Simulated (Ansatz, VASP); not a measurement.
# SiC in VASP and in Ansatz

```
Si C
1.0
     0.00000    2.17962    2.17962
     2.17962    0.00000    2.17962
     2.17962    2.17962    0.00000
Si C
1 1
Cartesian
  1.0898 1.0898 1.0898
  0.0000 0.0000 0.0000
```

Alike in both runs: task single point; functional PBE; k mesh 10 × 10 × 10; occupations gaussian, width 0.02 eV; no spin polarisation.

|  | VASP | Ansatz |
| --- | --- | --- |
| version | VASP 6.6.1 | Ansatz 0.2.0 |
| potentials or method | VASP PAW PBE potentials, release 64 (Si, C) | scalar-relativistic, plane waves, PAW |
| plane-wave cutoff (eV) | 520 | 420 |
| valence electrons in the cell | 8 | 8 |

Ansatz gave:

| Quantity | Value |
| --- | --- |
| gap on the k mesh at the Fermi level (eV) | 1.36 |
| least direct gap on the mesh (eV) | 4.54 |
| pressure (GPa) | 3.1 |

Q: Estimate VASP's values.

A: gap on the k mesh at the Fermi level (eV): 1.36; least direct gap on the mesh (eV): 4.54; pressure (GPa): 3.0.

A k mesh can miss the band edges.
